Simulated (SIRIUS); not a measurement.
Runs of SIRIUS 7.10.0 on MgB2. Symmetry: Fd-3m, No. 227, cubic system. The conventional cell has a = 5.987 Å, b = 5.987 Å, c = 5.987 Å, α = 90.00°, β = 90.00°, γ = 90.00°. Mg (site symmetry -43m) has 12 B at 2.48 Å and 4 Mg at 2.59 Å as nearest neighbours. B (site symmetry -3m) is surrounded by 6 B at 2.12 Å. The cell was built by a generator and needn't be a form met in nature.

```csv
level,potentials or basis,k mesh,cutoff (eV),libxc names,radial cutoff for the potentials' integrals,gap on the mesh (eV),pressure (GPa)
PBE,PseudoDojo 0.4.1 PBE standard (scalar relativistic),7 × 7 × 7,1152,"["XC_GGA_X_PBE", "XC_GGA_C_PBE"]",6.5 bohr,none,0.4
PBE,"in-house norm-conserving set, PBE (scalar relativistic)",8 × 8 × 8,1152,"["XC_GGA_X_PBE", "XC_GGA_C_PBE"]",6.5 bohr,none,0.3
PBE,SSSP 1.3.0 PBE efficiency,8 × 8 × 8,828,"["XC_GGA_X_PBE", "XC_GGA_C_PBE"]",-,none,(a)
RPBE,PseudoDojo 0.4.1 PBE standard (scalar relativistic),7 × 7 × 7,1152,"["XC_GGA_X_RPBE", "XC_GGA_C_PBE"]",6.5 bohr,none,(b)
revPBE,PseudoDojo 0.4.1 PBE standard (scalar relativistic),7 × 7 × 7,1152,"["XC_GGA_X_PBE_R", "XC_GGA_C_PBE"]",6.5 bohr,none,2.1
```

Alike in all rows: task single point; no spin polarisation; cell as given; smearing fermi-dirac 0.05 eV.

Problem. Fill in the values left out.

Solution. (a) 0.0; (b) 2.5.

Caveats: the potentials were made for another functional, which shifts forces and pressure (some runs).

A gap of «none» marks a metal or a gap under the smearing width.

The runs don't all hold the same shells in valence.
